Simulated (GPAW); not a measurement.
CdSe (Cadmoselite):

```
Cd Se
1.0
     4.30000    0.00000    0.00000
    -2.15000    3.72391    0.00000
     0.00000    0.00000    7.02000
Cd Se
2 2
Direct
  0.66667 0.33333 0.50000
  0.33333 0.66667 0.00000
  0.66667 0.33333 0.88500
  0.33333 0.66667 0.38500
```

Base run:

| Item | Value |
| --- | --- |
| Program | GPAW 26.7.0 |
| Functional | vdW-DF2 |
| Potentials or basis | GPAW PAW data sets (gpaw-data 1.2.1) |
| Cutoff | 600 eV |
| Basis | pw |
| k mesh | 5 × 5 × 3 |
| Occupations | fermi-dirac, width 0.05 eV |
| Spin | spin-orbit coupling, no magnetisation |

Its results: band gap on the k mesh 0.37 eV, direct; largest force 0.336 eV/Å.

**Question.** The run is repeated on the same cell with these changes: functional from vdW-DF2 to r2SCAN; soc after scf from second variation to second variation without the xc potential. What comes out?

**Answer.** Band gap on the k mesh 1.05 eV, direct; largest force 0.284 eV/Å.

Caveats: spin-orbit coupling was added after a scalar SCF, so levels and gaps hold it while energy, forces, pressure and moments don't; this program's spin-orbit splittings come out too wide for heavy elements; the PAW data sets were made with another functional, which shifts forces and pressure a little.

Not every run made on this cell is shown here.
